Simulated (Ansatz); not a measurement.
Crystal: NiO.

```xyz
2
Lattice="0.0000 2.2406 2.2406 2.2406 0.0000 2.2406 2.2406 2.2406 0.0000" Properties=species:S:1:pos:R:3 pbc="T T T"
Ni    0.0000    0.0000    0.0000
O     3.3609    3.3609    3.3609
```

The cell was built by a generator and needn't be a form met in nature.

Program: Ansatz 0.2.0. Alike in all runs: potentials or basis Ansatz PAW; spin collinear, ferromagnetic start; cell as given; k mesh 7 × 7 × 7; smearing fermi-dirac 0.05 eV.

**Question.** Order these runs on this cell by their pressure, lowest first.
A. level r2SCAN; cutoff (eV) 500; points for each segment of the path 14
B. level LDA+U; U Ni d U = 2 eV; cutoff (eV) 420; hubbard projectors ortho-atomic (the default); double counting fll (the default)
C. level LDA; cutoff (eV) 420

**Answer.** C (-15.2 GPa), B (-12.3 GPa), A (-4.6 GPa).

Caveats: a cell with one magnetic atom can't hold antiferromagnetic order, which such compounds often take; the PAW data sets come from PBE, with cores solved anew for the run's functional, which leaves a small shift of forces and pressure; the magnetic or orbital state may not be the lowest (some runs); the density of states is complete only up to the lowest level of the last band computed (some runs).
